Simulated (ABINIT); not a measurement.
# A GW chain in ABINIT: CdS (Greenockite), part 2 of 3

How does a plane-wave GW calculation on CdS (Greenockite) run from the first input to the gap?

ABINIT 10.8.3; PBE and many-body steps on it, plane waves. Known limits of the many-body steps: not at the basis limit; no spin-orbit coupling; coarse k mesh.

So far. Step 2 (Ground state): The gap is direct, at Γ.

The database entry behind the starting cell differs from later determinations by our own check (about 0.35 % long), so it need not match the best structure at ambient conditions.

## (3) Bands along the symmetry lines

Level of this step: DFT, PBE, plane waves, norm-conserving pseudopotentials (ABINIT).

The cheap functional maps the bands first; the places of the edges decide which points the dearer methods must see.

The input, run.abi:

```
acell 3*1.0 Angstrom
rprim 
  4.149999999997 0.000000000001 0.000000000000
  -2.074999999999 3.594005425702 0.000000000000
  0.000000000000 0.000000000000 6.737000000000
ntypat 2
znucl 48 16
natom 4
typat 1 1 2 2
xred 
  0.333333333333 0.666666666667 0.000000000000
  0.666666666667 0.333333333333 0.500000000000
  0.333333333333 0.666666666667 0.375000000000
  0.666666666667 0.333333333333 0.875000000000
pp_dirpath "pseudos"
pseudos "Cd.upf, S.upf"
ecut 47
iscf -2
irdden 1
kptopt 0
nkpt 75
kpt 
  0.00000000 0.00000000 0.00000000
  0.06250000 0.00000000 0.00000000
  0.12500000 0.00000000 0.00000000
  0.18750000 0.00000000 0.00000000
  0.25000000 0.00000000 0.00000000
  0.31250000 0.00000000 0.00000000
  0.37500000 0.00000000 0.00000000
  0.43750000 0.00000000 0.00000000
  0.50000000 0.00000000 0.00000000
  0.47916667 0.04166667 0.00000000
  0.45833333 0.08333333 0.00000000
  0.43750000 0.12500000 0.00000000
  0.41666666 0.16666666 0.00000000
  0.39583333 0.20833333 0.00000000
  0.37500000 0.25000000 0.00000000
  0.35416666 0.29166666 0.00000000
  0.33333333 0.33333333 0.00000000
  0.29166666 0.29166666 0.00000000
  0.25000000 0.25000000 0.00000000
  0.20833333 0.20833333 0.00000000
  0.16666666 0.16666666 0.00000000
  0.12500000 0.12500000 0.00000000
  0.08333333 0.08333333 0.00000000
  0.04166667 0.04166667 0.00000000
  0.00000000 0.00000000 0.00000000
  0.00000000 0.00000000 0.06250000
  0.00000000 0.00000000 0.12500000
  0.00000000 0.00000000 0.18750000
  0.00000000 0.00000000 0.25000000
  0.00000000 0.00000000 0.31250000
  0.00000000 0.00000000 0.37500000
  0.00000000 0.00000000 0.43750000
  0.00000000 0.00000000 0.50000000
  0.06250000 0.00000000 0.50000000
  0.12500000 0.00000000 0.50000000
  0.18750000 0.00000000 0.50000000
  0.25000000 0.00000000 0.50000000
  0.31250000 0.00000000 0.50000000
  0.37500000 0.00000000 0.50000000
  0.43750000 0.00000000 0.50000000
  0.50000000 0.00000000 0.50000000
  0.47916667 0.04166667 0.50000000
  0.45833333 0.08333333 0.50000000
  0.43750000 0.12500000 0.50000000
  0.41666666 0.16666666 0.50000000
  0.39583333 0.20833333 0.50000000
  0.37500000 0.25000000 0.50000000
  0.35416666 0.29166666 0.50000000
  0.33333333 0.33333333 0.50000000
  0.29166666 0.29166666 0.50000000
  0.25000000 0.25000000 0.50000000
  0.20833333 0.20833333 0.50000000
  0.16666666 0.16666666 0.50000000
  0.12500000 0.12500000 0.50000000
  0.08333333 0.08333333 0.50000000
  0.04166667 0.04166667 0.50000000
  0.00000000 0.00000000 0.50000000
  0.50000000 0.00000000 0.50000000
  0.50000000 0.00000000 0.43750000
  0.50000000 0.00000000 0.37500000
  0.50000000 0.00000000 0.31250000
  0.50000000 0.00000000 0.25000000
  0.50000000 0.00000000 0.18750000
  0.50000000 0.00000000 0.12500000
  0.50000000 0.00000000 0.06250000
  0.50000000 -0.00000000 0.00000000
  0.33333333 0.33333333 0.50000000
  0.33333333 0.33333333 0.43750000
  0.33333333 0.33333333 0.37500000
  0.33333333 0.33333333 0.31250000
  0.33333333 0.33333333 0.25000000
  0.33333333 0.33333333 0.18750000
  0.33333333 0.33333333 0.12500000
  0.33333333 0.33333333 0.06250000
  0.33333333 0.33333333 0.00000000
istwfk *1
nband 33
nbdbuf 2
tolwfr 1e-08
nstep 40
prtwf 0
prtvol 0
indata_prefix "in"
outdata_prefix "out"
tmpdata_prefix "tmp"
```

Launch:

```bash
> OMP_NUM_THREADS=1 mpirun -n 8 abinit run.abi > log
```

Numbers of over 12 decimals in the logs are rounded to 6 here.

Log:

```text
.Version 10.8.3 of ABINIT. v10.8.2 released Aug 2026.

 Symmetries : space group P6_3 m c (#186); Bravais hP (primitive hexag.)
[... echo of the input left out ...]
== DATASET  1 ==================================================================
-   mpi_nproc: 8, omp_nthreads: 1 (-1 if OMP is not activated)

--- !DatasetInfo
iteration_state: {dtset: 1, }
dimensions: {natom: 4, nkpt: 75, mband: 33, nsppol: 1, nspinor: 1, nspden: 1, mpw: 10472, }
cutoff_energies: {ecut:  47.0, pawecutdg:  -1.0, }
electrons: {nelect:   5.20000000E+01, charge:   0.00000000E+00, occopt:   1.00000000E+00, tsmear:   1.00000000E-02, }

 Real(R)+Recip(G) space primitive vectors, cartesian coordinates (Bohr,Bohr^-1):
 R(1)=  7.8423634  0.0000000  0.0000000  G(1)=  0.1275126  0.0736194  0.0000000
 R(2)= -3.9211817  6.7916859  0.0000000  G(2)=  0.0000000  0.1472388  0.0000000
 R(3)=  0.0000000  0.0000000 12.7310849  G(3)=  0.0000000  0.0000000  0.0785479
 Unit cell volume ucvol=  6.7809411E+02 bohr^3
 Angles (23,13,12)=  9.00000000E+01  9.00000000E+01  1.20000000E+02 degrees

 getcut: wavevector=  0.0000  0.0000  0.0000  ngfft=  50  50  80
         ecut(hartree)=     47.000   => boxcut(ratio)=   2.03615

--- Pseudopotential description ------------------------------------------------
- Cd Generated using ONCVPSP code by D. R. Hamann
- 48.00000  20.00000  171031                  znucl, zion, pspdat
12 -101130 2 -1 1368                          pspcod,pspxc,lmax,lloc,mmax
     nproj     2     2     2
  pspatm : epsatm=   23.16453630
         --- l  ekb(1:nproj) -->
             0   51.917189    3.534234
             1    8.636196    1.282240
             2    0.687672   -0.678465
 pspatm: atomic psp has been read  and splines computed

- S Generated using ONCVPSP code by D. R. Hamann
- 16.00000   6.00000  171031                  znucl, zion, pspdat
12 -101130 2 -1 1146                          pspcod,pspxc,lmax,lloc,mmax
     nproj     2     2     2
  pspatm : epsatm=    9.01821529
         --- l  ekb(1:nproj) -->
[...]
pspatm: atomic psp has been read  and splines computed

--------------------------------------------------------------------------------

================================================================================
 prteigrs : about to open file out_EIG
 Non-SCF case, kpt    1 (  0.00000  0.00000  0.00000), residuals and eigenvalues=
  4.20E-09  3.82E-09  2.66E-09  6.00E-09  2.96E-09  8.45E-09  4.62E-09  3.65E-09
  2.86E-09  4.98E-09  4.90E-09  3.07E-09  9.78E-09  2.68E-09  5.38E-09  3.09E-09
  5.07E-09  7.33E-09  6.83E-09  8.47E-09  6.12E-09  7.66E-09  6.25E-09  2.29E-09
[...]
7.10E-05
 -3.5687E+00 -3.5687E+00 -2.1379E+00 -2.1379E+00 -2.1379E+00 -2.1379E+00
 -2.1379E+00 -2.1379E+00 -2.9668E-01 -2.8101E-01 -1.2673E-01 -1.2592E-01
 -1.2592E-01 -1.2278E-01 -1.2278E-01 -1.1132E-01 -1.1132E-01 -1.0804E-01
[...]
1.08E-05
[...]
Non-SCF case, kpt   74 (  0.33333  0.33333  0.06250), residuals and eigenvalues=
[...]
Non-SCF case, kpt   75 (  0.33333  0.33333  0.00000), residuals and eigenvalues=
[...]
-9.0833E-02 -9.0833E-02  2.1629E-02  2.1629E-02  4.3470E-02  8.7976E-02
  8.7976E-02  9.6673E-02  3.2619E-01  3.4132E-01  3.4132E-01  4.1750E-01
[...]
--- !ResultsGS
iteration_state: {dtset: 1, }
comment   : Summary of ground state results
lattice_vectors:
- [  7.8423634,   0.0000000,   0.0000000, ]
- [ -3.9211817,   6.7916859,   0.0000000, ]
- [  0.0000000,   0.0000000,  12.7310849, ]
lattice_lengths: [   7.84236,    7.84236,   12.73108, ]
lattice_angles: [ 90.000,  90.000, 120.000, ] # degrees, (23, 13, 12)
lattice_volume:   6.7809411E+02
convergence: {deltae:  0.000E+00, res2:  0.000E+00, residm:  9.996E-09, diffor:  0.000E+00, }
etotal    :  -3.72836057E+02
entropy   :   0.00000000E+00
fermie    :   1.55019630E-01
cartesian_stress_tensor: null
pressure_GPa: null
xred      :
- [  3.3333E-01,   6.6667E-01,   0.0000E+00, Cd]
- [  6.6667E-01,   3.3333E-01,   5.0000E-01, Cd]
- [  3.3333E-01,   6.6667E-01,   3.7500E-01,  S]
- [  6.6667E-01,   3.3333E-01,   8.7500E-01,  S]
cartesian_forces: null
force_length_stats: {min: null, max: null, mean: null, }

 Integrated electronic density in atomic spheres:
 ------------------------------------------------
 Atom  Sphere_radius  Integrated_density
[...]
================================================================================

 ----iterations are completed or convergence reached----

 Mean square residual over all n,k,spin=   49.366E-10; max=  99.965E-10
 reduced coordinates (array xred) for    4 atoms
[...]
0.333333333333      0.666666666667      0.375000000000
       0.666666666667      0.333333333333      0.875000000000

 cartesian coordinates (angstrom) at end:
    1     -3.3e-13     2.396004     0.000000
    2      2.075000     1.198002     3.368500
    3     -3.3e-13     2.396004     2.526375
    4      2.075000     1.198002     5.894875
 length scales=  1.889726125908  1.889726125908  1.889726125908 bohr
              =  1.000000000000  1.000000000000  1.000000000000 angstroms
 prteigrs : about to open file out_EIG
 Eigenvalues (hartree) for nkpt=  75  k points:
 kpt#   1, nband= 33, wtk=  1.00000, kpt=  0.0000  0.0000  0.0000 (reduced coord)
[...]
kpt#   2, nband= 33, wtk=  1.00000, kpt=  0.0625  0.0000  0.0000 (reduced coord)
[...]
kpt#   3, nband= 33, wtk=  1.00000, kpt=  0.1250  0.0000  0.0000 (reduced coord)
[...]
kpt#  74, nband= 33, wtk=  1.00000, kpt=  0.3333  0.3333  0.0625 (reduced coord)
[...]
0.47709
 kpt#  75, nband= 33, wtk=  1.00000, kpt=  0.3333  0.3333  0.0000 (reduced coord)
[...]
-0.11065   -0.10856   -0.09083   -0.09083    0.02163    0.02163    0.04347    0.08798
   0.08798    0.09667    0.32619    0.34132    0.34132    0.41750    0.42744    0.42744
   0.47332

== END DATASET(S) ==============================================================
================================================================================

 -outvars: echo values of variables after computation  --------
            nband          33
             nkpt          75
          spgroup         186
 [... the other variables as echoed above ...]

 Calculation completed.
```

Run time: 1.7 min. Hardware: 8 MPI ranks of Arm Neoverse V1, shared host; peak memory 1 GiB; 13 min of CPU time.

This step gave:

```
gap                        : 1.196 eV
k of the valence top       : 0, 0, 0
k of the conduction bottom : 0, 0, 0
least direct gap           : 1.196 eV
```

The gap is 1.196 eV, as in the run before at this level.

The electronic bands at the labelled points (eV, zero at the top of the highest filled band):

```tsv
point	band 23	band 24	band 25	band 26	band 27	band 28	band 29	band 30
Γ	-0.75	-0.04	0.00	0.00	1.20	2.79	6.46	6.46
halfway	-1.91	-1.34	-0.49	-0.36	2.97	4.00	5.50	6.41
M	-2.61	-1.84	-1.28	-0.72	3.70	3.89	5.11	6.38
halfway	-2.65	-2.14	-1.42	-1.18	4.31	4.69	4.94	6.43
K	-3.04	-1.82	-1.82	-1.59	4.66	5.07	5.07	7.14
halfway	-2.35	-1.63	-0.65	-0.61	3.39	4.51	5.56	5.80
Γ	-0.75	-0.04	0.00	0.00	1.20	2.79	6.46	6.46
halfway	-0.65	-0.65	-0.12	-0.12	2.08	2.86	6.31	6.53
A	-0.39	-0.39	-0.39	-0.39	2.84	2.84	6.18	6.18
halfway	-1.30	-1.30	-0.88	-0.88	3.81	3.81	5.41	5.41
L	-1.32	-1.32	-1.31	-1.31	3.48	3.48	5.39	5.39
halfway	-1.92	-1.92	-1.15	-1.15	4.01	4.01	5.71	5.71
H	-2.37	-2.37	-1.10	-1.10	4.39	4.39	6.09	6.09
halfway	-1.33	-1.33	-1.17	-1.17	4.13	4.13	5.42	5.42
A	-0.39	-0.39	-0.39	-0.39	2.84	2.84	6.18	6.18
jump to L	-1.32	-1.32	-1.31	-1.31	3.48	3.48	5.39	5.39
halfway	-2.11	-1.69	-1.10	-0.91	3.32	3.91	5.57	5.63
M	-2.61	-1.84	-1.28	-0.72	3.70	3.89	5.11	6.38
jump to H	-2.37	-2.37	-1.10	-1.10	4.39	4.39	6.09	6.09
halfway	-2.85	-1.84	-1.45	-1.45	4.77	4.77	5.10	6.74
K	-3.04	-1.82	-1.82	-1.59	4.66	5.07	5.07	7.14
```

## (4) Empty states on the mesh, 3×3×2 mesh, 129 bands

The sums over transitions need many empty states on a uniform mesh; this step solves for them.

The input, run.abi:

```
acell 3*1.0 Angstrom
rprim 
  4.149999999997 0.000000000001 0.000000000000
  -2.074999999999 3.594005425702 0.000000000000
  0.000000000000 0.000000000000 6.737000000000
ntypat 2
znucl 48 16
natom 4
typat 1 1 2 2
xred 
  0.333333333333 0.666666666667 0.000000000000
  0.666666666667 0.333333333333 0.500000000000
  0.333333333333 0.666666666667 0.375000000000
  0.666666666667 0.333333333333 0.875000000000
pp_dirpath "pseudos"
pseudos "Cd.upf, S.upf"
ecut 47
ngkpt 3 3 2
nshiftk 1
shiftk 0 0 0
kptopt 1
chksymbreak 0
iscf -2
irdden 1
istwfk *1
nband 129
nbdbuf 10
tolwfr 1e-09
nstep 60
prtvol 0
indata_prefix "in"
outdata_prefix "out"
tmpdata_prefix "tmp"
```

Log:

```text
.Version 10.8.3 of ABINIT. v10.8.2 released Aug 2026.

 Symmetries : space group P6_3 m c (#186); Bravais hP (primitive hexag.)
[... echo of the input left out ...]
== DATASET  1 ==================================================================
-   mpi_nproc: 8, omp_nthreads: 1 (-1 if OMP is not activated)
-    --> not optimal distribution: autoparal keyword recommended in input file <--

--- !DatasetInfo
iteration_state: {dtset: 1, }
dimensions: {natom: 4, nkpt: 6, mband: 129, nsppol: 1, nspinor: 1, nspden: 1, mpw: 10458, }
cutoff_energies: {ecut:  47.0, pawecutdg:  -1.0, }
electrons: {nelect:   5.20000000E+01, charge:   0.00000000E+00, occopt:   1.00000000E+00, tsmear:   1.00000000E-02, }

 Real(R)+Recip(G) space primitive vectors, cartesian coordinates (Bohr,Bohr^-1):
 R(1)=  7.8423634  0.0000000  0.0000000  G(1)=  0.1275126  0.0736194  0.0000000
 R(2)= -3.9211817  6.7916859  0.0000000  G(2)=  0.0000000  0.1472388  0.0000000
 R(3)=  0.0000000  0.0000000 12.7310849  G(3)=  0.0000000  0.0000000  0.0785479
 Unit cell volume ucvol=  6.7809411E+02 bohr^3
 Angles (23,13,12)=  9.00000000E+01  9.00000000E+01  1.20000000E+02 degrees

 getcut: wavevector=  0.0000  0.0000  0.0000  ngfft=  50  50  80
         ecut(hartree)=     47.000   => boxcut(ratio)=   2.03615

--- Pseudopotential description ------------------------------------------------
- Cd Generated using ONCVPSP code by D. R. Hamann
- 48.00000  20.00000  171031                  znucl, zion, pspdat
12 -101130 2 -1 1368                          pspcod,pspxc,lmax,lloc,mmax
     nproj     2     2     2
  pspatm : epsatm=   23.16453630
         --- l  ekb(1:nproj) -->
             0   51.917189    3.534234
             1    8.636196    1.282240
             2    0.687672   -0.678465
 pspatm: atomic psp has been read  and splines computed

- S Generated using ONCVPSP code by D. R. Hamann
- 16.00000   6.00000  171031                  znucl, zion, pspdat
12 -101130 2 -1 1146                          pspcod,pspxc,lmax,lloc,mmax
     nproj     2     2     2
  pspatm : epsatm=    9.01821529
         --- l  ekb(1:nproj) -->
[...]
pspatm: atomic psp has been read  and splines computed

--------------------------------------------------------------------------------

================================================================================
 prteigrs : about to open file out_EIG
 Non-SCF case, kpt    1 (  0.00000  0.00000  0.00000), residuals and eigenvalues=
  4.90E-10  5.11E-10  3.08E-10  2.26E-10  3.00E-10  6.23E-10  3.82E-10  2.39E-10
  1.63E-10  4.24E-10  8.63E-10  1.34E-10  6.68E-10  6.51E-10  8.31E-10  9.80E-11
  1.95E-10  1.38E-10  5.43E-10  1.21E-10  2.35E-10  3.38E-10  5.38E-10  2.87E-10
[...]
2.85E-03
 -3.5687E+00 -3.5687E+00 -2.1379E+00 -2.1379E+00 -2.1379E+00 -2.1379E+00
 -2.1379E+00 -2.1379E+00 -2.9668E-01 -2.8101E-01 -1.2673E-01 -1.2592E-01
 -1.2592E-01 -1.2278E-01 -1.2278E-01 -1.1132E-01 -1.1132E-01 -1.0804E-01
[...]
1.8917E+00  1.9026E+00  1.9026E+00  1.9204E+00  1.9518E+00  1.9731E+00
  1.9731E+00  2.0050E+00  2.0073E+00  2.0073E+00  2.0254E+00  2.0471E+00
[...]
prteigrs : prtvol=0 or 1, do not print more k-points.

--- !ResultsGS
iteration_state: {dtset: 1, }
comment   : Summary of ground state results
lattice_vectors:
- [  7.8423634,   0.0000000,   0.0000000, ]
- [ -3.9211817,   6.7916859,   0.0000000, ]
- [  0.0000000,   0.0000000,  12.7310849, ]
lattice_lengths: [   7.84236,    7.84236,   12.73108, ]
lattice_angles: [ 90.000,  90.000, 120.000, ] # degrees, (23, 13, 12)
lattice_volume:   6.7809411E+02
convergence: {deltae:  0.000E+00, res2:  0.000E+00, residm:  9.966E-10, diffor:  0.000E+00, }
etotal    :  -3.72836057E+02
entropy   :   0.00000000E+00
fermie    :   1.55019630E-01
cartesian_stress_tensor: null
pressure_GPa: null
xred      :
- [  3.3333E-01,   6.6667E-01,   0.0000E+00, Cd]
- [  6.6667E-01,   3.3333E-01,   5.0000E-01, Cd]
- [  3.3333E-01,   6.6667E-01,   3.7500E-01,  S]
- [  6.6667E-01,   3.3333E-01,   8.7500E-01,  S]
cartesian_forces: null
force_length_stats: {min: null, max: null, mean: null, }

 Integrated electronic density in atomic spheres:
 ------------------------------------------------
 Atom  Sphere_radius  Integrated_density
[...]
================================================================================

 ----iterations are completed or convergence reached----

 Mean square residual over all n,k,spin=   46.326E-11; max=  99.659E-11
 reduced coordinates (array xred) for    4 atoms
[...]
0.333333333333      0.666666666667      0.375000000000
       0.666666666667      0.333333333333      0.875000000000

 cartesian coordinates (angstrom) at end:
    1     -3.3e-13     2.396004     0.000000
    2      2.075000     1.198002     3.368500
    3     -3.3e-13     2.396004     2.526375
    4      2.075000     1.198002     5.894875
 length scales=  1.889726125908  1.889726125908  1.889726125908 bohr
              =  1.000000000000  1.000000000000  1.000000000000 angstroms
 prteigrs : about to open file out_EIG
 Eigenvalues (hartree) for nkpt=   6  k points:
 kpt#   1, nband=129, wtk=  0.05556, kpt=  0.0000  0.0000  0.0000 (reduced coord)
[...]
1.88408    1.88408    1.89174    1.90265    1.90265    1.92042    1.95181    1.97311
   1.97311    2.00504    2.00727    2.00727    2.02538    2.04715    2.04721    2.08883
   2.09920
 prteigrs : prtvol=0 or 1, do not print more k-points.

== END DATASET(S) ==============================================================
================================================================================

 -outvars: echo values of variables after computation  --------
            nband         129
             nkpt           6
          spgroup         186
 [... the other variables as echoed above ...]

 Calculation completed.
```

Run time: 61 s. Hardware: 8 MPI ranks; peak memory 0.83 GiB; 8.1 min of CPU time.

Numbers from this step:

```
gap                                                           : 1.196 eV
k of the valence top                                          : 0, 0, 0
k of the conduction bottom                                    : 0, 0, 0
least direct gap                                              : 1.196 eV
k points computed                                             : 6
lowest point of the top converged band, above the valence top : 47.66 eV
```

On this mesh the gap is 1.196 eV.

(Part 2 of 3 ends here.)

[Paths, hosts, dates, memory and timing lines, banners, echoed tables and standing remarks are left out of the program output.]

[Logs are printed without paths, hosts, clocks, repeated set-up lines and the standing remarks that a program may print on its own settings, such as how far it seeks lower states.]

[Runs of the session that timed out or met a known fault of the program may be left out.]

[Hosts, paths, dates, database ids (printed as entryN), source tags and the programs' standing remarks are cut or masked in the printed files.]

[G0W0 gaps are taken among the corrected bands and points alone; a level outside them can change the order at an edge.]

[Where Ansatz stands beside ABINIT at settings called matched, ABINIT's density can come from a denser mesh and the files from another edition; pairs whose starting gaps differed by over 0.03 eV were left out, so agreement reads better than it is.]
